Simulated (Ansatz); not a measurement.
An element in the sc structure gives these cold pressures by all-electron LAPW under PBE (Ansatz 0.2.0, scalar-relativistic, no spin polarisation).

```tsv
V (Å³/atom)	P (GPa)
16.74	-0.04
15.40	27.1
14.06	69.8
12.72	137.7
11.38	248.0
10.04	433.8
8.70	759.8
7.53	1272
```

Question: Which element is it?

Answer: Os. Its zero-pressure volume in this structure is near 16.7 Å³/atom; the volume and the steepness of P(V) together point to it, though neighbours can come close. Other candidates weren't computed, and some may come near.
